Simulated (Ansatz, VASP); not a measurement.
## One calculation of ZrB2, two programs

INCAR

```
  PREC = Accurate
  ENCUT = 520
  EDIFF = 1E-8
  ISMEAR = -1
  SIGMA = 0.05
  LREAL = False
  LASPH = True
  NELM = 80
  ALGO = Normal
  ISIF = 2
  LWAVE = False
  LCHARG = False
  LEFG = True
  NBANDS = 16
```

The input KPOINTS:

```
Automatic mesh
0
Gamma
  12 12 9
```

File POSCAR:

```
ZrB2
1.0
    3.1859607001      0.0000000000      0.0000000000
   -1.5929803501      2.7591229018      0.0000000000
    0.0000000000      0.0000000000      3.5433119376
Zr B
1 2
Direct
    0.0000000000      0.0000000000      0.0000000000
    0.3333333333      0.6666666667      0.5000000000
    0.6666666667      0.3333333333      0.5000000000
```

Input for Ansatz:

```yaml
crystal:
  lattice:
    - [3.1859607001, 0.0, 0.0]
    - [-1.5929803501, 2.7591229018, 0.0]
    - [0.0, 0.0, 3.5433119376]
  atoms:
    - { symbol: Zr, position: [0.0, 0.0, 0.0] }
    - { symbol: B, position: [0.3333333333, 0.6666666667, 0.5] }
    - { symbol: B, position: [0.6666666667, 0.3333333333, 0.5] }
kpoints:
  mp_grid: { grid: [12, 12, 9] }
scf:
  occupations: { method: fermi_dirac, width: 0.05 }
hamiltonian:
  xc: lda
  pseudopotentials: { kind: paw }
output:
  forces: true
  stress: true
  eigenvalues: true
  efg: { contact_densities: true }
```

Change from the starting cell: volume scaled by 1.02, PAW files.

Alike in both runs: task electric field gradients; functional LDA; k mesh 12 × 12 × 9; occupations fermi-dirac, width 0.05 eV; no spin polarisation.

|  | VASP | Ansatz |
| --- | --- | --- |
| version | VASP 6.6.1 | Ansatz 0.2.0 |
| potentials or method | VASP PAW LDA potentials, release 64 (Zr_sv, B) | PAW with Ansatz's default frozen-core files, scalar-relativistic |
| plane-wave cutoff (eV) | 520 | 420 |
| valence electrons in the cell | 18 | 18 |

```csv
,VASP,Ansatz,Ansatz less VASP
pressure (GPa),-11.3,-11.7,-0.42
largest component of the traceless stress (GPa),1.09,1.05,-0.035
Vzz of the field gradient on the site that differs most (V/Å²),44.6,47.1,+2.49
```

Ansatz warned: «gradients_without_spin_orbit».
